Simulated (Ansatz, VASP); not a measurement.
# One calculation of Sb2Pt, two programs

```
CELL_PARAMETERS angstrom
5.35250 0.00000 0.00000
0.00000 6.55623 0.00000
0.00000 0.00000 4.17666
ATOMIC_POSITIONS crystal
Sb 0.21637 0.36980 0.00000
Sb 0.78363 0.63020 0.00000
Sb 0.71637 0.13020 0.50000
Sb 0.28363 0.86980 0.50000
Pt 0.00000 0.00000 0.00000
Pt 0.50000 0.50000 0.50000
```

Alike in both runs: functional PBE; k mesh 4 × 4 × 4; occupations gaussian, width 0.1 eV; no spin polarisation.

Ansatz relaxed the structure, and its values are those at the end. VASP's run is a single point on that final structure, the one shown.

|  | VASP | Ansatz |
| --- | --- | --- |
| version | VASP 6.6.1 | Ansatz 0.2.0 |
| potentials or method | VASP PAW PBE potentials, release 64 (Sb, Pt) | scalar-relativistic, plane waves, PAW |
| plane-wave cutoff (eV) | 520 | 420 |
| valence electrons in the cell | 40 | 96 |

VASP gave:

```
gap on the k mesh at the Fermi level (eV) : none
pressure (GPa)                            : -0.3
rms of the force components (eV/Å)        : 0.011
```

Problem. Which values does Ansatz return?

Solution. gap on the k mesh at the Fermi level (eV): none; pressure (GPa): 0.0; rms of the force components (eV/Å): 0.003.

A gap of «none» marks a metal or a gap that the smearing closes. The functional is the same, so the differences come from potentials, cutoffs and numerics. The two sets of potentials don't hold the same shells in valence.

Caveats: the k mesh is coarse (spacing up to 0.38 Å⁻¹), so the values aren't converged. Spin-orbit coupling is left out, which matters for the levels of Pt, Sb.
